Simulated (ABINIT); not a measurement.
Crystal: ZrS2.

```xyz
3
Lattice="3.6914 0.0000 0.0000 -1.8457 3.1968 0.0000 0.0000 0.0000 6.0411" Properties=species:S:1:pos:R:3 pbc="T T T"
Zr    0.0000    0.0000    0.0000
S     0.0000    2.1312    1.4372
S     1.8457    1.0656    4.6038
```

The cell is a database's computed one.

Base run:

| Item | Value |
| --- | --- |
| Program | ABINIT 10.8.3 (patched build) |
| Functional | LDA |
| Potentials or basis | JTH PAW LDA v2.0 |
| Cutoff | 544 eV |
| k mesh | 5 × 5 × 3 |
| Occupations | fermi-dirac, width 0.05 eV |
| Spin | no spin polarisation |

Its results: band gap on the k mesh 1.03 eV, indirect (least direct gap 1.52 eV); pressure -4.5 GPa; largest force 0.326 eV/Å.

Problem. After a change of settings the same cell gave: band gap on the k mesh 0.93 eV, indirect (least direct gap 1.53 eV); pressure -4.7 GPa; largest force 0.310 eV/Å. Which change was it?
A. k mesh from 5 × 5 × 3 to 8 × 8 × 5
B. functional from LDA to PBEsol; potentials or basis from JTH PAW LDA v2.0 to JTH PAW PBE v2.0
C. k mesh from 5 × 5 × 3 to 3 × 3 × 2

Solution. A.

Caveats: an odd mesh through Γ misses points on the zone boundary, where band edges often lie (some runs).

Runs at the PBE level aren't shown here.
